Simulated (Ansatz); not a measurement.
Crystal: TiCo.

```
Co Ti
1.0
     2.98611    0.00000    0.00000
     0.00000    2.98611    0.00000
     0.00000    0.00000    2.98611
Co Ti
1 1
Direct
  0.50000 0.50000 0.50000
  0.00000 0.00000 0.00000
```

The cell comes from a database or a generator and needn't be the stable form of this composition.

Program: Ansatz 0.2.0. Alike in all runs: task projected density of states; potentials or basis Ansatz PAW; spin collinear, ferromagnetic start; cell as given; k mesh 5 × 5 × 5; cutoff (eV) 420; smearing fermi-dirac 0.05 eV; the mesh is coarse, so values aren't converged.

Order these runs on this cell by their pressure, lowest first.
A. level revPBE
B. level PBEsol
C. level PBE
D. level LDA
E. level HSE06

D (-13.3 GPa), B (-7.0 GPa), C (0.2 GPa), A (3.5 GPa), E (5.7 GPa).

Caveats: all runs use coarse meshes; the density of states is complete only up to the lowest level of the last band computed; the PAW data sets come from PBE, with cores solved anew for the run's functional, which leaves a small shift of forces and pressure (some runs); the magnetic or orbital state may not be the lowest (some runs); the starting moments weren't kept (some runs); the thresholds are loose for stress (some runs).
